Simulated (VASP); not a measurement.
Write the native input for VASP 6.6.1 that does the following.

```
Task                   : single point
Functional             : PBE
Potentials or basis    : VASP PAW PBE potentials, release 64 (Nd)
Cutoff                 : 520 eV
k mesh                 : 9 × 9 × 9
Occupations            : fermi-dirac, width 0.05 eV
Spin                   : collinear spin, ferromagnetic start
Starting moments       : [4.5] μB
Further INCAR settings : ALGO = Normal; EDIFF = 1e-06
```

The structure of Nd lies in POSCAR:

```
Nd
1.0
    0.0000000000      2.6049204508      2.6049204508
    2.6049204508      0.0000000000      2.6049204508
    2.6049204508      2.6049204508      0.0000000000
Nd
1
Direct
    0.0000000000      0.0000000000      0.0000000000
```

This isn't the form of Nd at room conditions, which is double hcp.

One way to write it, as run:

INCAR

```
SYSTEM = Nd
PREC     = Accurate       ! precision mode
ENCUT    = 520            ! plane-wave cutoff, eV
EDIFF    = 1E-6           ! SCF threshold, eV
ISMEAR   = -1             ! smearing method
SIGMA    = 0.05           ! smearing width, eV
LREAL    = .FALSE.        ! projectors in reciprocal space
LASPH    = .TRUE.         ! aspherical terms in the spheres
NELM     = 120            ! most SCF steps
ALGO     = Normal         ! electronic algorithm
ISIF     = 2              ! what is computed and relaxed
LWAVE    = .FALSE.        ! write WAVECAR
LCHARG   = .FALSE.        ! write CHGCAR
ISPIN    = 2              ! spin polarisation
MAGMOM   = 4.5            ! initial moments
LORBIT   = 11             ! projections on sites
LMAXMIX  = 6              ! l up to which the mixer works
GGA      = PE             ! functional
```

KPOINTS

```
Automatic mesh
0
G
  9 9 9
  0 0 0
```

Potentials or basis: VASP PAW PBE potentials, release 64 (Nd).

Run with:

```bash
$ cat potpaw_PBE.64/Nd/POTCAR > POTCAR
$ mpirun -np 1 vasp_std > vasp.out
```

It gave:

```json
{
  "Pressure": "-0.3 GPa",
  "Band gap on the k mesh": "none (metal or under the smearing width)",
  "Net moment": "4.18 μB per cell",
  "Site moments": "Nd +3.38 μB",
  "Valence electrons inside the program's atomic spheres": "Nd 11.20"
}
```

Caveat: the magnetic or orbital state may not be the lowest; spin-orbit coupling is left out, which moves the levels of the heavy elements.

It took 46 s on 1 thread of Intel(R) Xeon(R) Platinum 8488C (Sapphire Rapids) (shared host), peak memory 0.19 GiB.
